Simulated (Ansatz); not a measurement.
# How an unstable Li3S2 structure lowers its energy

Level of theory: DFT PBE, scalar-relativistic, plane waves, PAW in Ansatz. All cells share a 420 eV cutoff and Γ-centred k meshes spaced at most 0.3 Å⁻¹ (0.19 for metals, 2π included).

The start was the anti-A-type sesquioxide type (P-3m1, No. 164), relaxed within its symmetry. A cell of 5 atoms (1 times the primitive one) was then disturbed at random, relaxed without symmetry and relaxed once more on a fine mesh. The k mesh leaves about 4 meV/atom of noise in metals.

Before:

Space group P-3m1 (No. 164). a = 4.084 Å, b = 4.084 Å, c = 5.500 Å, α = 90.00°, β = 90.00°, γ = 120.00°
```json
{"atom": "Li", "site": "1a", "symmetry": "-3m.", "x": "0.0000", "y": "0.0000", "z": "0.0000"}
{"atom": "Li", "site": "2d", "symmetry": "3m.", "x": "0.3333", "y": "0.6667", "z": "0.6877"}
{"atom": "S", "site": "2d", "symmetry": "3m.", "x": "0.3333", "y": "0.6667", "z": "0.2322"}
```

After:

```
Li S
1.0
     3.91511    0.00000    0.00000
    -1.87949    3.85562    0.00000
    -0.94640   -1.22409    5.19939
Li S
3 2
Direct
  0.00000 0.00000 0.00000
  0.56914 0.31348 0.68681
  0.43086 0.68652 0.31319
  0.72645 0.28553 0.25158
  0.27355 0.71447 0.74842
```

Question: Is this a distortion of the same structure or a reconstruction, and what lowers the energy?

Answer: A reconstruction, from P-3m1 (No. 164) to P-1 (No. 2). Each Li has on average 4 S contacts in place of 5.3, shorter on average (2.59 → 2.48 Å).

Question: What does it gain?

Answer: 53 meV/atom, with the volume going from 15.89 to 15.70 Å³/atom. Against the elements the energy goes from -1.00 to -1.05 eV/atom.

Cost: 4 runs of about 2 core-minutes in all, on Intel Xeon 6975P-C (Granite Rapids) (shared hosts).